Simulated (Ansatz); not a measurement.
# PtSe₂ (P-3m1), stationary points along a deformation path

Theory: DFT PBEsol, scalar-relativistic, plane waves, PAW in Ansatz. Cutoff 420 eV, Γ-centred 18×18×12 k-points, Gaussian smearing of 0.15 eV. Spin–orbit coupling is left out, which can shift energies with elements as heavy as these. No spin polarisation. Energies are free energies at this smearing, counted from the undisturbed cell; pressure is positive in compression.

The starting cell (relaxed at this level):

```yaml
crystal:
  lattice:
    - [3.76072, 0.00000, 0.00000]
    - [-1.88036, 3.25688, 0.00000]
    - [0.00000, 0.00000, 4.86331]
  atoms:
    - { symbol: Pt, position: [0.00000, 0.00000, 0.00000] }
    - { symbol: Se, position: [0.33333, 0.66667, 0.26068] }
    - { symbol: Se, position: [0.66667, 0.33333, 0.73932] }
```

At fixed volume and fractional coordinates, lengths along (0.000, 0.000, 1.000) are scaled against those across it; ρ is that ratio over its starting value. V = 19.856 Å³/atom. Δσ is the stress along the axis less the mean stress across it (compression positive).

| ρ | ΔE (meV/atom) | Δσ (GPa) | space group |
| --- | --- | --- | --- |
| 0.800 | 138.5 | 14.40 | P-3m1 |
| 0.850 | 74.8 | 10.94 | P-3m1 |
| 0.920 | 19.8 | 5.76 | P-3m1 |
| 0.960 | 4.7 | 2.82 | P-3m1 |
| 1.000 | 0.0 | 0.00 | P-3m1 |
| 1.050 | 6.6 | -3.25 | P-3m1 |
| 1.100 | 24.8 | -6.16 | P-3m1 |
| 1.200 | 86.7 | -10.89 | P-3m1 |
| 1.300 | 170.3 | -14.20 | P-3m1 |

How does the stress give the slope of the energy, and where is the energy stationary?

Along the path d ln(length) is 2/3 d ln ρ on the axis and −1/3 d ln ρ across it, so dE/d ln ρ = −(2/3) V Δσ: the energy falls with ρ where Δσ is positive. Δσ vanishes or changes sign at ρ = 1.000 (P-3m1), a minimum at 0.0 meV/atom. Pairs of stationary points between two samples would go unseen, and could change a minimum read from distant neighbours into a maximum.

Integrate that slope from ρ = 1 to 1.200 by the trapezoid rule.

With V/N in Å³ and 1 eV/Å³ = 160.2 GPa the slopes at ρ = 1.000, 1.050, 1.100, 1.200 are 0, 269, 509, 900 meV/atom per unit of ln ρ. The steps add 6.6 + 18.1 + 61.3 = 85.9 meV/atom, against 86.7 from the energies; the trapezoid rule misses the curvature of the slope within each step.

Forces appear on the atoms along this scan, and letting them relax would lower the energy and soften the response. In a metal these slopes depend on the k mesh and the smearing.

Cost: 9 runs of about 5.3 core-minutes in all, on Arm Neoverse V2 (shared hosts).